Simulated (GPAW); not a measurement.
# Ag (Fm-3m) in GPAW: reference runs

Reference runs on Ag: the cell as given and a disturbed copy.

Program: GPAW 26.7.0. These are calculated values, not measurements. Logs are shortened: lines on timing, memory, paths and dates and some standing lists are left out, and cuts for length are marked. The log counts tension as positive stress, the text compression.

### 1 Starting point

It takes space group Fm-3m (No. 225, cubic). Conventional cell: a = 4.085 Å, b = 4.085 Å, c = 4.085 Å, α = 90.00°, β = 90.00°, γ = 90.00°. Around Ag (site symmetry m-3m) lie 12 Ag at 2.89 Å.

### 2 Single point, PBE

Input file run.py:

```python
from ase import Atoms
from ase.dft.bandgap import bandgap
from ase.io import write
from ase.units import Bohr, GPa
from gpaw import GPAW, PW
from gpaw.elf import elf_from_dft_calculation

atoms = Atoms(['Ag'],
              cell=[[0.0, 2.04275, 2.04275],
                    [2.04275, 0.0, 2.04275],
                    [2.04275, 2.04275, 0.0]],
              scaled_positions=[[0.0, 0.0, 0.0]],
              pbc=True)

calc = GPAW(mode=PW(600),
            xc='PBE',
            kpts={'size': (11, 11, 11), 'gamma': True},
            occupations={'name': 'fermi-dirac', 'width': 0.05},
            nbands=18,
            convergence={'density': 1e-05, 'energy': 1e-05},
            maxiter=150,
            txt='gpaw.txt')
atoms.calc = calc
energy = atoms.get_potential_energy()
forces = atoms.get_forces()
stress = atoms.get_stress()
calc.write('gs.gpw')
write('result.traj', atoms)
print(f'Energy: {energy:.6f} eV')
print('Forces (eV/A):')
print(forces.round(4))
print('Stress (GPa):', (stress / GPa).round(3))
print('Fermi level:', round(calc.get_fermi_level(), 4), 'eV')
print(f'Gap: {bandgap(calc)[0]:.4f} eV, direct: {bandgap(calc, direct=True)[0]:.4f} eV')

# fields on the real-space grid
write('density.cube', atoms, data=calc.get_pseudo_density() * Bohr**3)
write('potential.cube', atoms, data=calc.get_electrostatic_potential())
write('elf.cube', atoms, data=elf_from_dft_calculation(calc).data)
```

Potentials or basis: GPAW PAW data sets (gpaw-data 1.2.1), pw.

Run with:

```bash
$ OMP_NUM_THREADS=1 python run.py
```

gpaw.txt:

```text
__  _  _
 | _ |_)|_||  |
 |__||  | ||/\| - 26.7.0

Input parameters:
  mode=PW(ecut=600.0),
  convergence={'density': 1e-05, 'energy': 1e-05},
  kpts=MonkhorstPack(size=(11, 11, 11), gamma=True),
  maxiter=150,
  nbands=18,
  occupations=Occupations(name='fermi-dirac', width=0.05),
  xc=XC(name='PBE')

Diagonalizing LCAO Hamiltonian
Converting LCAO to pw mode

       Ag

Atoms  # Å, Bohr magnetons
|   | symbol |        x |        y |        z |    initial magnetic moments |
|---|--------|----------|----------|----------|-----------------------------|
| 0 |     Ag | 0.000000 | 0.000000 | 0.000000 | ( 0.0000,  0.0000,  0.0000) |

Unit cell  # Å
| periodic |        x |        y |        z |  lengths |    angles |
|----------|----------|----------|----------|----------|-----------|
|      yes | 0.000000 | 2.042750 | 2.042750 | 2.888885 | 60.000000 |
|      yes | 2.042750 | 0.000000 | 2.042750 | 2.888885 | 60.000000 |
|      yes | 2.042750 | 2.042750 | 0.000000 | 2.888885 | 60.000000 |

Number of symmetries: 48
Symmetry operations  # r_c * U_cc + t_c -> r_c
|    | kind |            matrix            |
|----|------|------------------------------|
|  0 |  σ   |  1, 0, 0,  1, 0,-1,  1,-1, 0 |
|  1 |  C2  |  1, 0, 0,  1,-1, 0,  1, 0,-1 |
|  2 |  E   |  1, 0, 0,  0, 1, 0,  0, 0, 1 |
|  3 |  σ   |  1, 0, 0,  0, 0, 1,  0, 1, 0 |
|  4 |  C4  |  1, 0,-1,  1, 0, 0,  1,-1, 0 |
|  5 |  S6  |  1, 0,-1,  1,-1, 0,  1, 0, 0 |
|  6 |  σ   |  1, 0,-1,  0, 1,-1,  0, 0,-1 |
|  7 |  C3  |  1, 0,-1,  0, 0,-1,  0, 1,-1 |
|  8 |  S6  |  1,-1, 0,  1, 0, 0,  1, 0,-1 |
|  9 |  C4  |  1,-1, 0,  1, 0,-1,  1, 0, 0 |
| 10 |  C3  |  1,-1, 0,  0,-1, 1,  0,-1, 0 |
| 11 |  σ   |  1,-1, 0,  0,-1, 0,  0,-1, 1 |
| 12 |  σ   |  0, 1, 0,  1, 0, 0,  0, 0, 1 |
| 13 |  C4  |  0, 1, 0,  0, 1,-1, -1, 1, 0 |
| 14 |  C3  |  0, 1, 0,  0, 0, 1,  1, 0, 0 |
| 15 |  S6  |  0, 1, 0, -1, 1, 0,  0, 1,-1 |
| 16 |  C2  |  0, 1,-1,  1, 0,-1,  0, 0,-1 |
| 17 |  σ   |  0, 1,-1,  0, 1, 0, -1, 1, 0 |
| 18 |  S4  |  0, 1,-1,  0, 0,-1,  1, 0,-1 |
| 19 |  C4  |  0, 1,-1, -1, 1, 0,  0, 1, 0 |
| 20 |  C3  |  0, 0, 1,  1, 0, 0,  0, 1, 0 |
| 21 |  σ   |  0, 0, 1,  0, 1, 0,  1, 0, 0 |
| 22 |  S6  |  0, 0, 1,  0,-1, 1, -1, 0, 1 |
| 23 |  C4  |  0, 0, 1, -1, 0, 1,  0,-1, 1 |
| 24 |  S4  |  0, 0,-1,  1, 0,-1,  0, 1,-1 |
| 25 |  C3  |  0, 0,-1,  0, 1,-1,  1, 0,-1 |
| 26 |  C2  |  0, 0,-1,  0,-1, 0, -1, 0, 0 |
| 27 |  S6  |  0, 0,-1, -1, 0, 0,  0,-1, 0 |
| 28 |  S4  |  0,-1, 1,  1,-1, 0,  0,-1, 0 |
| 29 |  C4  |  0,-1, 1,  0, 0, 1, -1, 0, 1 |
| 30 |  C2  |  0,-1, 1,  0,-1, 0,  1,-1, 0 |
| 31 |  σ   |  0,-1, 1, -1, 0, 1,  0, 0, 1 |
| 32 |  C3  |  0,-1, 0,  1,-1, 0,  0,-1, 1 |
| 33 |  S6  |  0,-1, 0,  0, 0,-1, -1, 0, 0 |
| 34 |  S4  |  0,-1, 0,  0,-1, 1,  1,-1, 0 |
| 35 |  C2  |  0,-1, 0, -1, 0, 0,  0, 0,-1 |
| 36 |  C2  | -1, 1, 0,  0, 1, 0,  0, 1,-1 |
| 37 |  S6  | -1, 1, 0,  0, 1,-1,  0, 1, 0 |
| 38 |  S4  | -1, 1, 0, -1, 0, 1, -1, 0, 0 |
| 39 |  C3  | -1, 1, 0, -1, 0, 0, -1, 0, 1 |
| 40 |  S6  | -1, 0, 1,  0, 0, 1,  0,-1, 1 |
| 41 |  C2  | -1, 0, 1,  0,-1, 1,  0, 0, 1 |
| 42 |  C3  | -1, 0, 1, -1, 1, 0, -1, 0, 0 |
| 43 |  S4  | -1, 0, 1, -1, 0, 0, -1, 1, 0 |
| 44 |  C2  | -1, 0, 0,  0, 0,-1,  0,-1, 0 |
| 45 |  i   | -1, 0, 0,  0,-1, 0,  0, 0,-1 |
| 46 |  σ   | -1, 0, 0, -1, 1, 0, -1, 0, 1 |
| 47 |  C2  | -1, 0, 0, -1, 0, 1, -1, 1, 0 |

BZ-sampling:
  Number of BZ points: 1331
  Number of IBZ points: 56

  Monkhorst-Pack size: [11, 11, 11]
  Monkhorst-Pack shift: [0, 0, 0]

K-points  # in reciprocal-cell coordinates
|     |                                coordinates |     weight |
|-----|--------------------------------------------|------------|
|   0 | (  0.00000000,   0.00000000,   0.00000000) | 0.00075131 |
|   1 | (  0.09090909,   0.09090909,   0.00000000) | 0.00450789 |
|   2 | (  0.09090909,   0.09090909,   0.09090909) | 0.00601052 |
|   3 | (  0.18181818,   0.09090909,   0.09090909) | 0.00901578 |
|   4 | (  0.18181818,   0.18181818,   0.00000000) | 0.00450789 |
|   5 | (  0.18181818,   0.18181818,   0.09090909) | 0.01803156 |
|   6 | (  0.18181818,   0.18181818,   0.18181818) | 0.00601052 |
|   7 | (  0.27272727,   0.18181818,   0.09090909) | 0.01803156 |
|   8 | (  0.27272727,   0.18181818,   0.18181818) | 0.01803156 |
|   9 | (  0.27272727,   0.27272727,   0.00000000) | 0.00450789 |
| ... |                                            |            |
|  55 | (  0.45454545,   0.45454545,   0.45454545) | 0.00601052 |

Plane wave coefficients: 578
Cutoff: 600.0 eV

Spin-components: 1 (collinear spins)
Bands:           18
Projectors:      6
Spin-degeneracy: 2
Datatype:        complex128

Density:
  Valence electrons: 17.0
  Components: 1
  Grid points: [18 18 18]
  Charge: 0.0  # |e|

Potential:
  Grid points: [18 18 18]

species:
  Ag:
    name:    Silver
    Z:       47.0
    valence: 17
    core:    30
    charge:  0.0  # [|e|]
    compensation charges:
      type: gauss
      rc: 0.40  # [Å]
      lmax: 2
    cutoffs:
      filter: 2.35  # [Å]
      core: 2.19  # [Å]
    projectors
    | kind |    occ | energy [eV] | rcut [Å] |
    |------|--------|-------------|----------|
    |   5s |  1.000 |      -4.401 |    1.286 |
    |   4p |  6.000 |     -58.577 |    1.328 |
    |   5p |  0.000 |      -0.738 |    1.328 |
    |   4d | 10.000 |      -7.446 |    1.180 |
    |    s |        |      22.811 |    1.286 |
    |    d |        |      19.766 |    1.180 |

    Using partial waves for Ag as LCAO basis

Reference energy: -144597.826354  # eV

eigensolver:
  PPCG
  Converge bands: occupied
  niter=2

density mixing:
  MSR1-Mixer
  Pratt-step length: 0.05
  Maximum mixing coefficient: 0.75
  Old densities: 10
  SVD Regularization: 0.005
  Good broyden scale: 1.0
  Trust region scale: 1.0
  Backstep threshold: 4.0
  History deletion threshold: 6.0
  Fourier metric: weight=20.0, sigma=0.015

occupation numbers:
  Fermi-Dirac:
    width: 0.0500  # eV

poisson solver:
  ecut: 4800.0  # eV

xc functional:
[... 9 lines left out ...]
|iter     | |      energy | eigst |  dens |
|---------|-|-------------|-------|-------|
|iter:   1| |   -3.116728 | -0.63 |       |
|iter:   2| |   -3.052884 | -3.48 | -1.31 |
|iter:   3| |   -2.862252 | -3.10 | -1.36 |
|iter:   4| |   -2.859764 | -4.33 | -2.13 |
|iter:   5| |   -2.859012 | -4.31 | -2.40 |
|iter:   6| |   -2.859014 | -7.07 | -3.87 |
|iter:   7| |   -2.859016c| -7.43c| -4.14 |
|iter:   8| |   -2.859016c| -8.94c| -5.45c|

Converged in 8 steps
Energy contributions relative to reference atoms: (reference = -144597.826354)

Energy contributions:
  Kinetic:          -0.687840
  Coulomb:          -0.455852
  Zero:              0.169524
  External:          0.000000
  Xc:               -1.883546
  Entropy:          -0.002604
  Spinorbit:         0.000000
  ----------------------------
  Free energy:      -2.860318
  Extrapolated:     -2.859016

dipole moment: (-12.760669, -12.760669, -12.760669)  # |e|*Ang

Fermi level: 8.507
Eigenvalues  # (at kpt = [0.000, 0.000, 0.000])
| band index |      eig [eV] | occ [0-2] |
|------------|---------------|-----------|
|          0 |       -47.127 |     2.000 |
|          1 |       -47.127 |     2.000 |
|          2 |       -47.127 |     2.000 |
|          3 |         0.476 |     2.000 |
|          4 |         3.482 |     2.000 |
|          5 |         3.482 |     2.000 |
|          6 |         3.482 |     2.000 |
|          7 |         4.521 |     2.000 |
|          8 |         4.521 |     2.000 |
|          9 |        24.497 |     0.000 |
|         10 |        28.152 |     0.000 |
|         11 |        28.152 |     0.000 |
|         12 |        28.152 |     0.000 |
|         13 |        32.581 |     0.000 |
|         14 |        33.527 |     0.000 |
|         15 |        33.527 |     0.000 |
|         16 |        33.527 |     0.000 |
|         17 |        38.782 |     0.000 |

No gap
No difference between direct/indirect transitions

Forces  # eV/Ang
|        x |        y |        z |
|----------|----------|----------|
| -0.00000 | -0.00000 | -0.00000 |  # Ag   0

Stress tensor  # eV/Ang^3
|         x |         y |         z |
|-----------|-----------|-----------|
| -0.026999 | -0.000000 | -0.000000 |
| -0.000000 | -0.026999 | -0.000000 |
| -0.000000 | -0.000000 | -0.026999 |

# Writing to gs.gpw (mode='')
```

It took 8.1 s on 1 thread of Intel Xeon 6975P-C (Granite Rapids), shared host; peak memory 0.14 GiB.

What came out:

```yaml
Free_energy: -2.8603 eV
Pressure: 4.3 GPa
Band_gap_on_the_k_mesh: none (metal or under the smearing width)
```

Levels at points of the mesh, in eV from the Fermi level:
```tsv
k point	band 7	band 8	band 9	band 10	band 11	band 12
(0.00, 0.00, 0.00)	-5.02	-3.99	-3.99	15.99	19.64	19.64
```

### 3 Single point, PBE (cell strained at random at fixed volume)

Input file run.py:

```python
from ase.dft.bandgap import bandgap
from ase.io import read, write
from ase.units import GPa
from gpaw import GPAW, PW

atoms = read('Ag.xyz')

calc = GPAW(mode=PW(600),
            xc='PBE',
            kpts={'size': (11, 11, 11), 'gamma': True},
            occupations={'name': 'fermi-dirac', 'width': 0.05},
            nbands=18,
            convergence={'density': 1e-05, 'energy': 1e-05},
            maxiter=150,
            txt='gpaw.txt')
atoms.calc = calc
energy = atoms.get_potential_energy()
forces = atoms.get_forces()
stress = atoms.get_stress()
calc.write('gs.gpw')
write('result.traj', atoms)
print(f'Energy: {energy:.6f} eV')
print('Forces (eV/A):')
print(forces.round(4))
print('Stress (GPa):', (stress / GPa).round(3))
print('Fermi level:', round(calc.get_fermi_level(), 4), 'eV')
print(f'Gap: {bandgap(calc)[0]:.4f} eV, direct: {bandgap(calc, direct=True)[0]:.4f} eV')
```

Input file Ag.xyz:

```xyz
1
Lattice="-0.0062230000 2.0386280000 2.0672000000 2.0149730000 0.0469460000 2.0140300000 2.0855950000 2.0560800000 -0.0236760000" Properties=species:S:1:pos:R:3 pbc="T T T"
Ag     0.0357566829     -0.0156155232      0.0623118631
```

Potentials or basis: GPAW PAW data sets (gpaw-data 1.2.1), pw.

Run with:

```bash
$ OMP_NUM_THREADS=1 python run.py
```

Run time: 74 s. Hardware: 1 thread of Intel Xeon 6975P-C (Granite Rapids), shared host; peak memory 0.3 GiB.

Results (log left out):

```yaml
Free_energy: -2.8537 eV
Pressure: 4.7 GPa
Band_gap_on_the_k_mesh: none (metal or under the smearing width)
```

Stress tensor (GPa, compression positive):
```
 4.94 -1.83  1.52
-1.83  4.69 -0.85
 1.52 -0.85  4.62
```

Levels at points of the mesh, in eV from the Fermi level:
```csv
k point,band 5,band 6,band 7,band 8,band 9,band 10,band 11,band 12
"(0.00, 0.00, 0.00)",-5.12,-5.01,-4.77,-3.95,-3.85,15.98,18.97,19.53
```
